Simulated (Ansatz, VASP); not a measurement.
# CdTe: VASP beside Ansatz

Aim: how closely do two programs agree when they are given the same cell, functional and k mesh? The cell is taken from a series of VASP runs on this material, whose earlier steps may have relaxed, scaled or displaced it; both programs get it as it stands. Valence electrons are named where the data sets of a main pair hold unlike numbers.

Method: plane waves, with VASP 6.6.1 beside it; relaxation of cell and atoms at r2SCAN with rVV10, in Ansatz 0.2.0.

### Step 1. Starting point

The structure is cubic, space group F-43m (No. 216). Conventional cell: a = 6.544 Å, b = 6.544 Å, c = 6.544 Å, α = 90.00°, β = 90.00°, γ = 90.00°. Nearest to Te lie 4 Cd at 2.83 Å. Nearest to Cd lie 4 Te at 2.83 Å. Farther neighbours and most contacts between anions are not listed.

### Step 2. Ansatz: relaxation of cell and atoms, r2SCAN with rVV10

Ansatz runs on its default PAW (the set named soft_2) files.

The relaxed volume is the usual yardstick between codes: in a stiff, nearly cubic crystal its relative difference is about their pressure difference at one cell divided by the bulk modulus.

input.yaml

```yaml
crystal:
  lattice:
    - [0.0, 3.2720812943, 3.2720812943]
    - [3.2720812943, 0.0, 3.2720812943]
    - [3.2720812943, 3.2720812943, 0.0]
  atoms:
    - { symbol: Te, position: [0.75, 0.75, 0.75] }
    - { symbol: Cd, position: [0.0, 0.0, 0.0] }
hamiltonian:
  xc: r2scan
  pseudopotentials: { kind: paw }
  dispersion: rvv10
kpoints:
  mp_grid: { grid: [6, 6, 6] }
scf:
  occupations: { method: gaussian, width: 0.03 }
relax:
  f_tol: 0.01
  max_steps: 60
  cell: { stress_tol: 0.05 }
output:
  forces: true
  stress: true
  write_density: true
  write_potential: true
  elf: true
  volumetric_format: npy
```

The run is started by

```console
> ansatz run input.yaml --threads 4 --pin off --max-ram 9216MiB --backend cpu --events-out ev --progress --plain --runs-dir out
```

Numbers of over 12 decimals in the logs are rounded to 6 here.

Log:

```text
Engine: ansatz 0.2.0, x86_64-unknown-linux-gnu
Pseudopotentials: kind: paw
Pseudopotential: Te, paw, valence charge 16, recommended cutoff 500 eV (meta_gga), Te.paw.azcp
Pseudopotential: Cd, paw, valence charge 20, recommended cutoff 500 eV (meta_gga), Cd.paw.azcp
Functional definition: r2SCAN+rVV10
  parameter k0 = 0.174
  parameter k1 = 0.065
  parameter a1 = 4.9479
  exchange = r2scan_x(k0 = k0, k1 = k1, a1 = a1)
  correlation = r2scan_c + rvv10(11.95, 0.0093)
Crystal: 2 atoms, lattice volume = 70.065 Å³
Basis set: ecut = 500 eV, 1807 PW (Γ), exchange–correlation on 160×160×160 points (64 copies of the dense FFT grid, shifted against one another)
Bands: 22, of which v1, the nominal top of the filled ones, is band 18 counted from 1 (17 counted from 0)
Symmetry: 24 space group operations
Space group: F-43m (ITA 216), of the structure as read, at distance tolerance 4.1e-5 Å
k-points: 16 of 216 (time reversal used)
Non-local potential: Te, projectors of the file, l = 0: 2, l = 1: 2, l = 2: 2, l = 3: 2
Non-local potential: Cd, projectors of the file, l = 0: 3, l = 1: 2, l = 2: 2, l = 3: 1
PAW form: soft (Blöchl's): semilocal exchange-correlation on the pseudo side does not see the compensation charge
rVV10 density: all electrons in the spheres
PAW frozen core: Te, regenerated for the run's functional (the file was generated under x = pbe(κ = 0.804, μ = 0.219515), c = pbe(β = 0.066725))
PAW frozen core: Cd, regenerated for the run's functional (the file was generated under x = pbe(κ = 0.804, μ = 0.219515), c = pbe(β = 0.066725))
PAW one-centre angular grid: Te, 590 points (default); XC on 160 Gauss nodes
PAW one-centre angular grid: Cd, 590 points (default); XC on 160 Gauss nodes
Initial density: superposition of atomic densities (neutral atoms: chi_scale 0, normalization atom), corrected by the library's trained network
Initial wavefunctions: pseudopotential atomic-orbital guess
Functional: x = r2scan, c = r2scan + rvv10(b = 11.95, C = 0.0093); τ floored in thin density (d = 2e-4 eV/Å³)
SCF iter   1: F=—  HF=-15260.192463 eV  |F-HF|=—  |Δ(HF+E_count)|=         —  Δρ=4.33e-3  dr2=9.75e-3  dr2_τ=1.10e-2  ethr=1.77e-3  ⟨swp⟩=6.2  Hψ=1669  notcnv=0
preconditioner: auto → none  [insulator: Δε(μ)=1.085 eV  Ē_g=11.881 eV  σ=0.030 eV  W_gap=1.00  n_scr=14 (ndim 8)  ℏωp=18.8 eV  f_vac=0.200  D(μ)=0.00/eV (n_scr^D=0)  ε∞_Penn≈3.5]
SCF iter   2: F=—  HF=-15260.197641 eV  |F-HF|=—  |Δ(HF+E_count)|=   5.18e-3  Δρ=2.18e-3  dr2=1.59e-3  dr2_τ=2.84e-4  ethr=2.71e-5  ⟨swp⟩=2.6  Hψ=733  notcnv=0
SCF iter   3: F=—  HF=-15260.198263 eV  |F-HF|=—  |Δ(HF+E_count)|=   6.22e-4  Δρ=9.52e-4  dr2=3.24e-4  dr2_τ=4.15e-5  ethr=4.42e-6  ⟨swp⟩=2.0  Hψ=525  notcnv=0
SCF iter   4: F=—  HF=-15260.198425 eV  |F-HF|=—  |Δ(HF+E_count)|=   1.62e-4  Δρ=1.86e-4  dr2=1.48e-5  dr2_τ=1.70e-6  ethr=9.00e-7  ⟨swp⟩=2.0  Hψ=640  notcnv=0
SCF iter   5: F=—  HF=-15260.198396 eV  |F-HF|=—  |Δ(HF+E_count)|=   2.95e-5  Δρ=3.57e-5  dr2=4.60e-7  dr2_τ=4.42e-8  ethr=4.11e-8  ⟨swp⟩=2.1  Hψ=616  notcnv=0
SCF iter   6: F=-15260.198396 eV  HF=-15260.198396 eV  |F-HF|=5.90e-9  |Δ(HF+E_count)|=   2.79e-7  Δρ=6.46e-6  dr2=1.04e-8  dr2_τ=8.74e-10  ethr=2.78e-10  ⟨swp⟩=9.6  Hψ=2227  notcnv=0
SCF 1 converged in 6 iterations: F = -15260.198396 eV  dr2 = 1.04e-8
  greatest PAW one-centre occupation: 1.001 electrons in one spin orbital (limit 2), on the Cd atom at site 1 (counted from 0), in its partial waves of l = 1
relax step   1: F+E_penalty+E_count = -15260.19839617 eV  Δ(F+E_penalty+E_count) = +0.000e0 eV  max|allowed force component| = 8.095e-17 eV/Å  Δτ_max = 0.0000 Å  P = -0.498 GPa  Ω = 70.065 Å³  (6 SCF iters, dr2 threshold 1.00e-7 eV, accepted)
[...]
relax step   2: F+E_penalty+E_count = -15260.19965253 eV  Δ(F+E_penalty+E_count) = -1.256e-3 eV  max|allowed force component| = 1.301e-17 eV/Å  Δτ_max = 0.0000 Å  P = +0.260 GPa  Ω = 68.821 Å³  energy of the carried Pulay correction = +2.831e-4 eV  (6 SCF iters, dr2 threshold 2.00e-7 eV, accepted)
[...]
relax step   3: F+E_penalty+E_count = -15260.19988886 eV  Δ(F+E_penalty+E_count) = -2.363e-4 eV  max|allowed force component| = 2.168e-17 eV/Å  Δτ_max = 0.0000 Å  P = -0.005 GPa  Ω = 69.243 Å³  energy of the carried Pulay correction = +1.867e-4 eV  (4 SCF iters, dr2 threshold 1.69e-7 eV, accepted)
[...]
relax step   4: F+E_penalty+E_count = -15260.19970782 eV  Δ(F+E_penalty+E_count) = +1.810e-4 eV  max|allowed force component| = 8.384e-18 eV/Å  Δτ_max = 0.0000 Å  P = -0.008 GPa  Ω = 69.243 Å³  stress off target by 7.89e-3 GPa  SCF on the basis re-selected at this cell (its energy is not comparable with the rows above)  (5 SCF iters)
basis re-selected at this cell: Δ(F+E_penalty+E_count) = +1.810e-4 eV, ΔP = -0.003 GPa vs the last step (what re-selecting the basis moved, of the pressure what is left beyond the Pulay correction that the steps carried, after the strain that the cell walked since its last selection, with what the two solves' SCF thresholds leave and, on support functions, any second-order correction that the steps lacked; it is no m [...]
SCF converged after 5 iterations
Free energy (F): -15260.199708 eV
Harris-Foulkes:  -15260.199708 eV  (|F-HF|=7.28e-12)
Internal energy: -15260.199708 eV  (E = F + TS)
E sigma→0 (E₀):  -15260.199708 eV
Fermi energy:    7.539470 eV
--- Per-component energies (eV) ---
  E_band       = -834.858755
  E_kinetic    = 685.349261
  E_local      = -5457.681956  (includes V_loc(G=0)·N_el)
  E_nonlocal   = -275.789020
  E_hartree    = 2749.425055
  E_xc         = -279.415536
  E_vxc        = -356.538969  (∫ρ·V_xc dr)
  E_paw        = -8792.862403  (= ΣΔE_a)
  E_vpaw       = -953.263057  (= ΣTr[D̂ρ^β])
  E_aug_tail   = 0.000022  (compensation charges beyond the density's cutoff)
  E_vtau       = 24.214828  (kinetic-family band-sum trace: ∫τ·v_τ [+ j·A + Jᵃ·Aᵃ] dr)
  E_ewald      = -3888.945216
  E_core_change = -0.279915  (= ΣΔE_core)
  E_smearing   = -0.000000  (= −TS)
  E_closure    = -0.000000  (closes the sum)
  Σ components = -15260.199708   (vs F -15260.199708, Δ=0.00e0)
--- Forces (eV/Å), atoms counted from 1 ---
  atom   1  Te     0.00000000    -0.00000000    -0.00000000
  atom   2  Cd     0.00000000    -0.00000000     0.00000000
  max |Σ_I F_I| component: 3.30e-17 eV/Å
--- Stress (GPa, compression-positive) ---
       -0.007889      -0.000000      -0.000000
       -0.000000      -0.007889       0.000000
       -0.000000       0.000000      -0.007889
  P = ⅓ Tr σ = -0.0079 GPa (-0.079 kbar)
--- Band table (eV; the first three rows and the last of 16) ---
  k-point 0: bands = [... 14 lower, -1.3061, 6.9492, 6.9492, 6.9492, 8.1289, 11.9895, 11.9895, 11.9895]
  k-point 1: bands = [... 14 lower, -1.3071, 5.2835, 6.7268, 6.7268, 9.1678, 12.0263, 12.3275, 12.3275]
  k-point 2: bands = [... 14 lower, -1.1949, 3.4020, 6.3500, 6.3500, 9.2523, 12.5855, 12.5855, 13.5041]
  k-point 15: bands = [... 14 lower, -0.7376, 2.7831, 4.7348, 4.8424, 10.9822, 10.9849, 14.0746, 14.3173]
--- Relaxed structure (3 steps of the walk, 3 accepted, 1 SCFs on fresh bases) ---
  F+E_penalty+E_count = -15260.19970782 eV   max|allowed force component| = 8.384e-18 eV/Å   (the final SCF, on the basis selected at the relaxed cell)
  cell:  # Å, volume = 69.2427 Å³
    - [0, 3.259228, 3.259228]
    - [3.259228, 0, 3.259228]
    - [3.259228, 3.259228, 0]
  atoms:
    - { symbol: Te, position: [0.75, 0.75, 0.75] }
    - { symbol: Cd, position: [0, 0, 0] }
```

It took 8.8 s on 4 threads of AMD EPYC 9R14 (Zen 4), shared host; peak memory 0.74 GiB; 29 s of CPU time.

[end of part 1 of 2]

[Lines on the potential files, build, host, timing and source positions are cut from VASP's logs without a mark.]

[Logs are printed without paths, hosts, clocks, repeated set-up lines and the standing remarks that a program may print on its own settings, such as how far it seeks lower states.]

[Hosts, paths, dates, database ids (printed as entryN), source tags and the programs' standing remarks are cut or masked in the printed files.]
